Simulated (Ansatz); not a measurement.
HfO2: ideal shear of a crystal plane

Computed with DFT r2SCAN, scalar-relativistic, plane waves, PAW (Ansatz). Cutoff 500 eV, Γ-centred 5×7×3 k-points, Gaussian smearing of 0.05 eV. Spin–orbit coupling is left out, which can shift energies with elements as heavy as these. No spin polarisation. Energies are free energies at this smearing, counted from the undisturbed cell; pressure is positive in compression.

Reference structure (relaxed at this level; this rutile-type form isn't the usual structure):

```yaml
crystal:
  lattice:
    - [0.00000, -4.83820, 0.00000]
    - [0.00000, 0.00000, -3.22035]
    - [9.67641, 0.00000, 0.00000]
  atoms:
    - { symbol: Hf, position: [0.00000, 0.00000, 0.45125] }
    - { symbol: Hf, position: [0.00000, 0.00000, 0.95125] }
    - { symbol: Hf, position: [0.50000, 0.50000, 0.20125] }
    - { symbol: Hf, position: [0.50000, 0.50000, 0.70125] }
    - { symbol: O, position: [0.19492, 0.50000, 0.04871] }
    - { symbol: O, position: [0.19492, 0.50000, 0.54871] }
    - { symbol: O, position: [0.69492, 0.00000, 0.10379] }
    - { symbol: O, position: [0.69492, 0.00000, 0.60379] }
    - { symbol: O, position: [0.30508, 0.00000, 0.29871] }
    - { symbol: O, position: [0.30508, 0.00000, 0.79871] }
    - { symbol: O, position: [0.80508, 0.50000, 0.35379] }
    - { symbol: O, position: [0.80508, 0.50000, 0.85379] }
```

The cut lies on the cell's a–b face, a (1 0 0) plane (indices in the standard cell, whose axes needn't be the Cartesian ones shown) of area 15.58 Å², between layers 0.94 Å apart. Vector c is tilted by f times 1·a + 0·b (length 4.838 Å) with the atoms' Cartesian places fixed: one unrelaxed fault a cell. The traction is dγ/du, the slope of γ against the slip u in Å.

| f | γ (mJ/m²) | traction (GPa) |
| --- | --- | --- |
| 0.0000 | 0 | 0.0 |
| 0.1000 | 1715 | 73.5 |
| 0.2000 | 6686 | 117.4 |
| 0.3000 | 10820 | 31.1 |
| 0.4000 | 9421 | -70.8 |
| 0.6000 | 4514 | -17.6 |
| 0.8000 | 2937 | -28.8 |

Question: Read off the first barrier and the stress needed to climb it, and compare with Frenkel's sinusoid.

Answer: The traction changes sign between f = 0.300 and 0.400, so by linear interpolation the first maximum lies at f = 0.331, a slip of 1.60 Å, with γ ≈ 10952 mJ/m², which stands in for the unstable fault energy γ_us, and the steepest sampled slope before it is 117.4 GPa. A sinusoid γ = γ_us sin²(πu/λ) with its maximum there has λ = 3.20 Å and a largest slope πγ_us/λ = 107.6 GPa (1 mJ/m² per Å = 0.01 GPa).

Question: Is there a metastable fault on this line?

Answer: Apart from points where γ returns to about zero, no local minimum shows among the samples, so at this sampling the line offers no fault for a dislocation to split on; a fault can still lie off the line.

The cut is rigid; relaxing the faces lowers these energies and usually the stresses.

Cost: 7 runs of about 16 core-minutes in all, on Arm Neoverse V1 (shared hosts).